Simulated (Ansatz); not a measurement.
# Ge: the cost of one run

Method: DFT PBEsol, scalar-relativistic, plane waves, PAW, in Ansatz 0.2.0.

## (1) The starting structure

It takes space group R-3 (No. 148, trigonal). The conventional cell has a = 10.025 Å, b = 10.025 Å, c = 5.966 Å, α = 90.00°, β = 90.00°, γ = 120.00°. Around Ge (site symmetry 3) lie 4 Ge at 2.53 to 2.56 Å. Ge (site symmetry 1) is surrounded by 4 Ge at 2.50 to 2.54 Å.

Coordinates:

```
CELL_PARAMETERS angstrom
5.01240 2.89391 1.98864
-5.01240 2.89391 1.98864
0.00000 -5.78782 1.98864
ATOMIC_POSITIONS crystal
Ge 0.71448 0.71448 0.71448
Ge 0.28552 0.28552 0.28552
Ge 0.02693 0.72177 0.53005
Ge 0.53005 0.02693 0.72177
Ge 0.72177 0.53005 0.02693
Ge 0.97307 0.27823 0.46995
Ge 0.46995 0.97307 0.27823
Ge 0.27823 0.46995 0.97307
```

The structure comes from the Materials Project (structure only).

(A quick probe on a coarse mesh, which set the mesh and smearing, is not shown.)

## (3) Relaxing cell and atoms

Input file input.yaml:

```yaml
crystal:
  lattice:
    - [5.0124018495, 2.8939115571, 1.9886385167]
    - [-5.0124018495, 2.8939115571, 1.9886385167]
    - [0.0, -5.7878231142, 1.9886385167]
  atoms:
    - { symbol: Ge, position: [0.714481, 0.714481, 0.714481] }
    - { symbol: Ge, position: [0.285519, 0.285519, 0.285519] }
    - { symbol: Ge, position: [0.02693, 0.721767, 0.530053] }
    - { symbol: Ge, position: [0.530053, 0.02693, 0.721767] }
    - { symbol: Ge, position: [0.721767, 0.530053, 0.02693] }
    - { symbol: Ge, position: [0.97307, 0.278233, 0.469947] }
    - { symbol: Ge, position: [0.469947, 0.97307, 0.278233] }
    - { symbol: Ge, position: [0.278233, 0.469947, 0.97307] }
basis:
  ecutwfc: 420
kpoints:
  mp_grid: { grid: [6, 6, 6] }
hamiltonian:
  xc: pbesol
scf:
  occupations: { method: gaussian, width: 0.1 }
output:
  forces: true
  stress: true
  eigenvalues: true
  write_density: true
  write_potential: true
  elf: true
  volumetric_format: npy
relax:
  adjacent_minimum: "off"
  f_tol: 0.005
  max_steps: 80
  cell: { stress_tol: 0.05 }
```

On the command line:

```
$ ansatz run input.yaml --threads 2 --pin off --max-ram 5120MiB --backend cpu --events-out ev --progress --plain --runs-dir out
```

**Question.** How long does this run take on 2 threads of Intel Xeon Platinum 8488C (Sapphire Rapids), shared host, and how much memory does it need?

About 88 s, with a peak of 0.77 GiB.
